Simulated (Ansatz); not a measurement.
Runs of Ansatz 0.2.0 on SiGe. It takes space group P6_3mc (No. 186, hexagonal). The conventional cell has a = 3.904 Å, b = 3.904 Å, c = 6.451 Å, α = 90.00°, β = 90.00°, γ = 120.00°. Around Ge (site symmetry 3m) lie 4 Si at 2.40 to 2.41 Å. Si (site symmetry 3m) has 4 Ge at 2.40 to 2.41 Å as nearest neighbours. The cell comes from a database or a generator and needn't be the stable form of this composition.

```csv
task,level,k mesh,cutoff (eV),points for each segment of the path,gap on the mesh (eV),pressure (GPa),V0 of scaled cells (Å³/atom),B0 (GPa),largest force (eV/Å)
band structure,r2SCAN,8 × 8 × 4,500,14,0.66,0.0,-,-,0.02
band structure,PBEsol,8 × 8 × 4,420,14,0.35,-0.3,-,-,0.01
band structure,LDA,8 × 8 × 4,420,14,0.35,-2.1,-,-,-
band structure,HSE06,6 × 6 × 4,420,4,0.98,-,-,-,-
band structure,PBE0,6 × 6 × 4,420,4,1.62,-,-,-,0.01
equation of state,LDA,8 × 8 × 4,420,-,-,-,20.74,85,-
equation of state,PBEsol,8 × 8 × 4,420,-,-,-,(b),(a),-
equation of state,r2SCAN,8 × 8 × 4,500,-,-,-,21.30,84,-
```

Alike in all rows: potentials or basis Ansatz PAW; no spin polarisation; cell as given; smearing fermi-dirac 0.05 eV.

Q: Estimate the missing entries.

A: (a) 81; (b) 21.22.

Caveats: the PAW data sets come from PBE, with cores solved anew for the run's functional, which leaves a small shift of forces and pressure; the cell was scaled at fixed shape and fractional positions, which overstates the stiffness of a crystal with free parameters, most of all of layers and chains (some runs).

A k mesh can miss the band edges, and the runs leave out spin-orbit coupling on Ge.

Not every run made on this cell is shown here.
